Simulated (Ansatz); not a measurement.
# MgF2: strain energy, fitted

MgF2, P4_2/mnm, a = 4.698 Å, c = 3.093 Å. Ansatz: PBE, PAW, 420 eV, Γ-centred 6×6×8 mesh on 6 atoms, Gaussian smearing 0.02 eV; no spin polarisation. Series: biaxial strain in the a-b plane, c and atoms relaxed; x is the strain in per cent. y is the free energy over the unstrained cell, V0 = 11.376 Å³/atom.

| x (%) | y (meV/atom) |
| --- | --- |
| -4.5 | ? |
| -3.0 | 11.68 |
| -1.5 | 2.83 |
| 0.0 | 0.00 |
| 1.5 | 2.56 |
| 3.0 | 9.90 |
| 4.5 | 21.44 |

Fit y = c2 x² + c3 x³ to the other rows, turn c2 into a modulus, and predict the missing energy.

Least squares on the rows shown. y = 1.2011 x² − 0.031857 x³. In eV per unit strain² c2 is 12.01; M is the biaxial modulus (E = M V0 ε²): 12.01 × 160.2 / (11.376) = 169 GPa. The unstrained cell keeps some stress along the strain, worth a slope of -0.04 meV/atom per %, which the form leaves out. At x = -4.5 the fit asked for gives 27.23 meV/atom. The run gave 26.97 meV/atom, so the fit is 0.26 meV/atom too high, 0.96 % of the span of the series, against an rms of 0.03 meV/atom on the fitted rows. The row lies outside the fitted range. With a term in x⁴ added, a fit to the same known rows predicts 27.45 meV/atom, further off still.